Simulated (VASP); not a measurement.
Input of a VASP 6.6.1 run:

Contents of INCAR:

```
PREC = Accurate
ENCUT = 520
EDIFF = 1E-6
ISMEAR = 0
SIGMA = 0.1
LREAL = F
LASPH = T
NELM = 60
ALGO = Fast
ISIF = 2
LWAVE = F
LCHARG = F
GGA = PE
NBANDS = 14
```

Contents of KPOINTS:

```
regular mesh
0
Gamma
  9 9 9
```

Contents of POSCAR:

```
Bi
3.4319
   -0.577356721291      0.577356721291      0.577356721291
    0.577356721291     -0.577356721291      0.577356721291
    0.577356721291      0.577356721291     -0.577356721291
Bi
1
Direct
    0.0000000000      0.0000000000      0.0000000000
```

Potentials or basis: VASP PAW PBE potentials, release 64 (Bi_d).

Command:

```console
$ cat potpaw_PBE.64/Bi_d/POTCAR > POTCAR
$ mpirun -np 1 vasp_std > vasp.out
```

(1) Predict the pressure.

(2) Predict the band gap on the k mesh.

## Answers

(1) 0.8 GPa.

(2) none (metal or under the smearing width).

Caveat: spin-orbit coupling is left out, which moves the levels of the heavy elements.
